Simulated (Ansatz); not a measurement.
6 insulators and semiconductors (one withheld from the table), relaxed with r2SCAN and computed in Ansatz 0.2.0, in order of their electronic dielectric constant. Calculated for a static, non-magnetic cell.

```csv
solid,"mean ε∞, r2SCAN","gap, r2SCAN (eV)","gap, HSE06 (eV)","gap, PBE0 (eV)",PBE0 − HSE06 (eV)
NaCl (rocksalt),2.4,5.98,6.56,7.28,+0.72
CsI (CsCl type),3.1,4.52,4.79,5.48,+0.69
SiO2 (rutile),3.3,6.51,7.66,8.43,+0.77
KNbO3 (cubic perovskite),5.7,1.95,2.81,3.55,+0.74
SiC (wurtzite),6.6,2.65,3.16,3.88,+0.72
```

Q: BN (zincblende) has a = 3.610 Å and an r2SCAN gap of 5.00 eV. Estimate its row.

A:
```csv
solid,"mean ε∞, r2SCAN","gap, r2SCAN (eV)","gap, HSE06 (eV)","gap, PBE0 (eV)",PBE0 − HSE06 (eV)
BN (zincblende),4.5,5.00,5.79,6.56,+0.77
```

HSE06 opens the r2SCAN gap by 0.28 to 1.15 eV; the correlation with 1/ε∞ is -0.13, and six solids can't settle a trend.

Spin-orbit coupling is left out, which matters wherever the heavy atoms make up the band edges.

The meshes of the hybrids are coarse, so their gaps aren't converged to the digits shown.
